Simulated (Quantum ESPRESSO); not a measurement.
# ZnSe (Stilleite) (F-43m) in Quantum ESPRESSO: reference runs

Reference runs on ZnSe (Stilleite): the cell as given and a disturbed copy.

Program: Quantum ESPRESSO 7.5. These are calculated values, not measurements. Logs are shortened: lines on timing, memory, paths and dates and some standing lists are left out, and cuts for length are marked.

**What was measured.**

“Alloy Disordering Effects on the Thermal Conductivity and Energy Gap Temperature Dependence of Cd1−xZnxSe Ternary Crystals Grown by the Bridgman Method”, 2023, pmc:10253836 reports, for a bulk crystal of ZnSe at 300 K: band gap 2.695 ± 0.003 eV (an exciton energy, a little under the gap).

How close the calculation comes is told below.

### 1 The structure

Symmetry: F-43m, No. 216, cubic system. The conventional cell has a = 5.668 Å, b = 5.668 Å, c = 5.668 Å, α = 90.00°, β = 90.00°, γ = 90.00°. Se (site symmetry -43m) has 4 Zn at 2.45 Å as nearest neighbours. Zn (site symmetry -43m) is surrounded by 4 Se at 2.45 Å.

### 2 Single point, PBE

The input, pw.in:

```
&CONTROL
  calculation = 'scf'
  prefix = 'pwscf'
  outdir = './tmp'
  pseudo_dir = './pseudo'
  tprnfor = .true.
  tstress = .true.
  disk_io = 'low'
/
&SYSTEM
  ibrav = 0
  nat = 2
  ntyp = 2
  ecutwfc = 55
  ecutrho = 440
  nbnd = 20
  occupations = 'smearing'
  smearing = 'fd'
  degauss = 0.00367493
/
&ELECTRONS
  conv_thr = 4d-10
  electron_maxstep = 120
  mixing_beta = 0.5
/
ATOMIC_SPECIES
Se    78.9710 Se_pbe_v1.uspp.F.UPF
Zn    65.3800 Zn_pbe_v1.uspp.F.UPF
CELL_PARAMETERS angstrom
   0.0000000000    2.8338000000    2.8338000000
   2.8338000000    0.0000000000    2.8338000000
   2.8338000000    2.8338000000    0.0000000000
ATOMIC_POSITIONS crystal
Se     0.7500000000    0.7500000000    0.7500000000
Zn     0.0000000000    0.0000000000    0.0000000000
K_POINTS automatic
8 8 8 0 0 0
```

The input, pp_density.in:

```
&INPUTPP
  prefix = 'pwscf'
  outdir = './tmp'
  filplot = 'density.dat'
  plot_num = 0
/
&PLOT
  nfile = 1
  filepp(1) = 'density.dat'
  iflag = 3
  output_format = 6
  fileout = 'density.cube'
/
```

The input, pp_potential.in:

```
&INPUTPP
  prefix = 'pwscf'
  outdir = './tmp'
  filplot = 'potential.dat'
  plot_num = 11
/
&PLOT
  nfile = 1
  filepp(1) = 'potential.dat'
  iflag = 3
  output_format = 6
  fileout = 'potential.cube'
/
```

Potentials or basis: SSSP 1.3 efficiency PBE.

The run is started by

```sh
$ OMP_NUM_THREADS=1 pw.x -in pw.in > pw.out
$ OMP_NUM_THREADS=1 pp.x -in pp_density.in > pp_density.out
$ OMP_NUM_THREADS=1 pp.x -in pp_potential.in > pp_potential.out
```

pw.out:

```text
This program is part of the open-source Quantum ESPRESSO suite
     for quantum simulation of materials; please cite
[... 6 lines left out ...]
     using ibrav=0 with symmetry is DISCOURAGED, use correct ibrav instead

     Subspace diagonalization in iterative solution of the eigenvalue problem:
     a serial algorithm will be used

     G-vector sticks info
     --------------------
     sticks:   dense  smooth     PW     G-vecs:    dense   smooth      PW
     Sum        1735     859    253                47831    16865    2741

     Using Slab Decomposition

     bravais-lattice index     =            0
     lattice parameter (alat)  =       7.5733  a.u.
     unit-cell volume          =     307.1384 (a.u.)^3
     number of atoms/cell      =            2
     number of atomic types    =            2
     number of electrons       =        26.00
     number of Kohn-Sham states=           20
     kinetic-energy cutoff     =      55.0000  Ry
     charge density cutoff     =     440.0000  Ry
     scf convergence threshold =      4.0E-10
     mixing beta               =       0.5000
     number of iterations used =            8  plain     mixing
     Exchange-correlation= SLA  PW   PBE  PBE
                           (   1   4   3   4   0   0   0)

     celldm(1)=   7.573263  celldm(2)=   0.000000  celldm(3)=   0.000000
     celldm(4)=   0.000000  celldm(5)=   0.000000  celldm(6)=   0.000000

     crystal axes: (cart. coord. in units of alat)
               a(1) = (   0.000000   0.707107   0.707107 )
               a(2) = (   0.707107   0.000000   0.707107 )
               a(3) = (   0.707107   0.707107   0.000000 )

     reciprocal axes: (cart. coord. in units 2 pi/alat)
               b(1) = ( -0.707107  0.707107  0.707107 )
               b(2) = (  0.707107 -0.707107  0.707107 )
               b(3) = (  0.707107  0.707107 -0.707107 )

     PseudoPot. # 1 for Se read from file:
     Se_pbe_v1.uspp.F.UPF
     Pseudo is Ultrasoft + core correction, Zval =  6.0
     Generated by new atomic code, or converted to UPF format
     Using radial grid of  877 points,  6 beta functions with:
                l(1) =   0
                l(2) =   0
                l(3) =   1
                l(4) =   1
                l(5) =   2
                l(6) =   2
     Q(r) pseudized with  8 coefficients,  rinner =    1.300   1.300   1.300
                                                       1.300   1.300

     PseudoPot. # 2 for Zn read from file:
     Zn_pbe_v1.uspp.F.UPF
     Pseudo is Ultrasoft, Zval = 20.0
     Generated by new atomic code, or converted to UPF format
     Using radial grid of  943 points,  6 beta functions with:
                l(1) =   0
                l(2) =   0
                l(3) =   1
                l(4) =   1
                l(5) =   2
                l(6) =   2
     Q(r) pseudized with  8 coefficients,  rinner =    1.100   1.100   1.100
                                                       1.100   1.100

     atomic species   valence    mass     pseudopotential
     Se                6.00    78.97100     Se( 1.00)
     Zn               20.00    65.38000     Zn( 1.00)

     24 Sym. Ops. (no inversion) found

   Cartesian axes

     site n.     atom                  positions (alat units)
         1        Se     tau(   1) = (   1.0606602   1.0606602   1.0606602  )
         2        Zn     tau(   2) = (   0.0000000   0.0000000   0.0000000  )

     number of k points=    29  Fermi-Dirac smearing, width (Ry)=  0.0037
                       cart. coord. in units 2pi/alat
        k(    1) = (   0.0000000   0.0000000   0.0000000), wk =   0.0039062
        k(    2) = (   0.0883883   0.0883883  -0.0883883), wk =   0.0312500
        k(    3) = (   0.1767767   0.1767767  -0.1767767), wk =   0.0312500
        k(    4) = (   0.2651650   0.2651650  -0.2651650), wk =   0.0312500
        k(    5) = (  -0.3535534  -0.3535534   0.3535534), wk =   0.0156250
        k(    6) = (   0.1767767   0.0000000   0.0000000), wk =   0.0234375
[... 21 lines left out ...]
        k(   28) = (  -0.7071068   0.1767767   0.0000000), wk =   0.0468750
        k(   29) = (  -0.7071068   0.3535534   0.0000000), wk =   0.0234375

     Dense  grid:    47831 G-vectors     FFT dimensions: (  54,  54,  54)

     Smooth grid:    16865 G-vectors     FFT dimensions: (  36,  36,  36)

     Initial potential from superposition of free atoms

     starting charge      25.9998, renormalised to      26.0000
     Starting wfcs are   17 randomized atomic wfcs +    3 random wfcs

     Self-consistent Calculation

     iteration #  1     ecut=    55.00 Ry     beta= 0.50
     Davidson diagonalization with overlap
     ethr =  1.00E-02,  avg # of iterations =  5.1

     Threshold (ethr) on eigenvalues was too large:
     Diagonalizing with lowered threshold

     Davidson diagonalization with overlap
     ethr =  2.86E-04,  avg # of iterations =  1.5

     total energy              =    -505.23966825 Ry
     estimated scf accuracy    <       0.07332607 Ry

     iteration #  2     ecut=    55.00 Ry     beta= 0.50
     Davidson diagonalization with overlap
     ethr =  2.82E-04,  avg # of iterations =  2.0
[... 43 lines left out ...]
     total energy              =    -505.26065875 Ry
     estimated scf accuracy    <          1.4E-09 Ry

     iteration #  9     ecut=    55.00 Ry     beta= 0.50
     Davidson diagonalization with overlap
     ethr =  5.57E-12,  avg # of iterations =  4.2

     End of self-consistent calculation

          k = 0.0000 0.0000 0.0000 (  2085 PWs)   bands (ev):

  -118.8768 -73.0446 -73.0446 -73.0446  -6.9120  -0.1871  -0.1871  -0.1871
     0.1843   0.1843   6.3550   6.3550   6.3550   7.6379  12.1581  12.1581
    12.1581  16.2755  17.8423  17.8423

          k = 0.0884 0.0884-0.0884 (  2112 PWs)   bands (ev):

  -118.8768 -73.0447 -73.0446 -73.0446  -6.8111  -0.1803  -0.1713  -0.1713
     0.1829   0.1829   5.0364   6.2026   6.2026   8.6242  12.0992  12.4124
    12.4124  17.0483  17.0483  17.1427
[... 13 lines left out ...]
          k =-0.3536-0.3536 0.3536 (  2120 PWs)   bands (ev):

  -118.8768 -73.0447 -73.0446 -73.0446  -6.1209  -0.0993  -0.0993   0.2026
     0.2026   0.3416   1.1237   5.4849   5.4849   8.8936  12.7415  12.7415
    14.9240  17.3154  19.4758  19.4758

          k = 0.1768 0.0000 0.0000 (  2105 PWs)   bands (ev):

  -118.8768 -73.0446 -73.0446 -73.0446  -6.7774  -0.1954  -0.1572  -0.1572
     0.1728   0.1914   5.0350   5.9299   5.9299   9.0685  11.4122  12.8253
    12.8253  15.8136  17.5917  18.0614

          k = 0.2652 0.0884-0.0884 (  2106 PWs)   bands (ev):

  -118.8768 -73.0446 -73.0446 -73.0446  -6.5683  -0.1782  -0.1202  -0.1165
     0.1675   0.1977   3.7457   5.5489   5.5964   9.7758  11.3550  13.2589
    13.4071  15.4775  17.9114  18.4609
[... 19 lines left out ...]
          k =-0.0884-0.2652 0.2652 (  2111 PWs)   bands (ev):

  -118.8768 -73.0447 -73.0446 -73.0446  -6.3788  -0.1148  -0.1112  -0.0663
     0.1726   0.2041   2.7714   4.8823   5.8260   9.8187  12.5495  12.9572
    13.2239  16.1134  17.7017  18.7723

          k = 0.0000-0.1768 0.1768 (  2111 PWs)   bands (ev):

  -118.8768 -73.0446 -73.0446 -73.0446  -6.6558  -0.1664  -0.1522  -0.1371
     0.1731   0.1916   4.1174   5.4657   6.1510   9.4275  11.9168  12.5703
    13.0876  16.0651  17.0433  18.2773

          k = 0.3536 0.0000 0.0000 (  2085 PWs)   bands (ev):

  -118.8768 -73.0446 -73.0446 -73.0446  -6.4271  -0.1978  -0.0763  -0.0763
     0.1585   0.2086   3.4750   5.1032   5.1032  10.2759  10.3798  14.3831
    14.3831  14.6208  18.7030  20.1442

          k = 0.4419 0.0884-0.0884 (  2108 PWs)   bands (ev):

  -118.8768 -73.0447 -73.0446 -73.0446  -6.1916  -0.1569  -0.0338  -0.0180
     0.1891   0.2159   2.5840   4.5601   4.7967  10.1286  10.8105  13.9228
    14.9041  16.4458  19.3370  20.4261
[... 7 lines left out ...]
          k =-0.0884-0.4419 0.4419 (  2122 PWs)   bands (ev):

  -118.8768 -73.0447 -73.0447 -73.0446  -5.9731  -0.0877  -0.0310   0.1506
     0.1904   0.3742   1.6039   3.5502   5.0123  10.2991  12.5157  14.2614
    14.5061  16.5064  17.5536  20.4641

          k = 0.0000-0.3536 0.3536 (  2119 PWs)   bands (ev):

  -118.8768 -73.0447 -73.0447 -73.0446  -6.1403  -0.0876  -0.0700   0.0675
     0.1724   0.2330   2.2100   3.8134   5.4431  10.4941  12.7313  13.1725
    13.6703  16.2252  18.3489  20.4706

          k = 0.5303 0.0000 0.0000 (  2104 PWs)   bands (ev):

  -118.8768 -73.0447 -73.0446 -73.0446  -6.0322  -0.1701   0.0203   0.0203
     0.2246   0.2257   2.2048   4.4235   4.4235   9.5852  10.1043  15.8623
    16.2852  16.2852  19.6603  21.9029

          k =-0.0884-0.6187 0.6187 (  2125 PWs)   bands (ev):

  -118.8768 -73.0447 -73.0447 -73.0447  -5.8960  -0.1338   0.0423   0.0593
     0.2242   0.3453   1.7553   3.8801   4.3319   9.6758  10.4692  15.6653
    16.4887  17.4812  19.9987  20.6767

          k = 0.0000-0.5303 0.5303 (  2129 PWs)   bands (ev):

  -118.8768 -73.0447 -73.0447 -73.0446  -5.8723  -0.0981   0.0223   0.1086
     0.2058   0.4472   1.6341   3.2657   4.5593   9.9393  11.9523  15.3986
    15.6272  15.9141  18.3752  21.7230

          k =-0.7071 0.0000 0.0000 (  2100 PWs)   bands (ev):

  -118.8768 -73.0447 -73.0446 -73.0446  -5.8519  -0.1552   0.0661   0.0661
     0.2328   0.3619   1.5996   4.1658   4.1658   9.3399   9.8158  17.0809
    17.6082  17.6082  20.3123  20.8064

          k = 0.3536 0.1768 0.0000 (  2105 PWs)   bands (ev):

  -118.8768 -73.0447 -73.0446 -73.0446  -6.3440  -0.1448  -0.0848  -0.0577
     0.1698   0.2090   2.9607   4.6189   5.4283  10.4910  11.2390  13.0776
    14.1372  15.8123  18.6294  19.8088

          k =-0.2652-0.4419 0.6187 (  2115 PWs)   bands (ev):

  -118.8768 -73.0447 -73.0447 -73.0446  -6.0982  -0.0917  -0.0604   0.0711
     0.1965   0.2477   2.0046   4.0792   5.0687  10.6127  11.9100  13.0559
    14.6053  16.7470  18.9578  20.0539
[... 13 lines left out ...]
          k =-0.0884-0.4419 0.6187 (  2126 PWs)   bands (ev):

  -118.8768 -73.0447 -73.0447 -73.0446  -5.8907  -0.0824   0.0038   0.1169
     0.1936   0.4276   1.6751   3.4722   4.2918  10.7247  11.9531  13.6305
    15.4343  16.8031  19.5714  20.5023

          k = 0.0000-0.3536 0.5303 (  2125 PWs)   bands (ev):

  -118.8768 -73.0447 -73.0447 -73.0446  -5.9332  -0.0733  -0.0221   0.1422
     0.1799   0.3841   1.7574   3.3616   4.5971  11.0044  12.3679  13.0886
    15.5252  16.1467  18.1725  21.7763

          k =-0.7071 0.1768 0.0000 (  2128 PWs)   bands (ev):

  -118.8768 -73.0447 -73.0447 -73.0447  -5.8494  -0.1103   0.0402   0.0850
     0.2142   0.4242   1.6288   3.8682   3.9136  10.2291  10.6398  15.5709
    15.6550  17.9333  20.1555  20.6107

          k =-0.7071 0.3536 0.0000 (  2148 PWs)   bands (ev):

  -118.8768 -73.0447 -73.0447 -73.0447  -5.8469  -0.0692   0.0202   0.1514
     0.1538   0.4832   1.6655   3.5908   3.6886  11.8375  11.9047  13.3209
    14.0645  18.0717  20.1692  20.4337

     the Fermi energy is     7.0309 ev

!    total energy              =    -505.26065875 Ry
     estimated scf accuracy    <          7.3E-11 Ry
     smearing contrib. (-TS)   =      -0.00000000 Ry
     internal energy E=F+TS    =    -505.26065875 Ry

     The total energy is F=E-TS. E is the sum of the following terms:
     one-electron contribution =    -470.04159272 Ry
     hartree contribution      =     241.34831852 Ry
     xc contribution           =     -71.95289687 Ry
     ewald contribution        =    -204.61448768 Ry

     convergence has been achieved in   9 iterations

     Forces acting on atoms (cartesian axes, Ry/au):

     atom    1 type  1   force =     0.00000000    0.00000000    0.00000000
     atom    2 type  2   force =     0.00000000    0.00000000    0.00000000

     Total force =     0.000000     Total SCF correction =     0.000000

     Computing stress (Cartesian axis) and pressure

          total   stress  (Ry/bohr**3)                   (kbar)     P=       21.56
   0.00014653   0.00000000   0.00000000           21.56        0.00        0.00
   0.00000000   0.00014653  -0.00000000            0.00       21.56       -0.00
   0.00000000  -0.00000000   0.00014653            0.00       -0.00       21.56

=------------------------------------------------------------------------------=
   JOB DONE.
=------------------------------------------------------------------------------=
```

Run time: 36 s. Hardware: 1 thread of Intel Xeon Platinum 8488C (Sapphire Rapids), shared host; peak memory 0.24 GiB.

Results:

```yaml
Free_energy: -6874.4215 eV
Pressure: 2.2 GPa
Band_gap_on_the_k_mesh: 1.28 eV, direct
```

(Part 1 of 2 ends here.)
